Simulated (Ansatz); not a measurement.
System: chalcopyrite CuInS₂. Method: r²SCAN-D4 (PAW; Ansatz, an electronic-structure program).

Settings: plane-wave cutoff 560 eV, 10×10×10 k mesh, Fermi–Dirac smearing 0.01 eV, no spin polarisation, scalar-relativistic PAW data made under PBE.

Computed at the level's own relaxed cell.

Q: What does this level give for the lattice parameter c, bulk modulus B0 and pressure derivative B′ of the bulk modulus?

A: 
lattice parameter c: 11.087 Å
bulk modulus B0: 76.2 GPa
pressure derivative B′ of the bulk modulus: 4.8

Measured, for comparison: lattice parameter c 11.133 Å (298 K, not corrected to a static lattice; as tabulated in Abstract on Scilit: Piezoelectric nonlinear optic CuGaS2 and CuInS2 crystal …). Computed (rounded) less measured: lattice parameter c -0.4 %. A static lattice is as a rule a little smaller and stiffer than an uncorrected measurement, which narrows the difference in the lattice parameter c and would widen misses of the other sign.

Note: the bulk modulus comes from volumes at which shape and atoms were relaxed.

Spin–orbit coupling is not included.

Static lattice: no zero-point or thermal effects.

Cost on a shared machine: roughly 50 core-minutes.
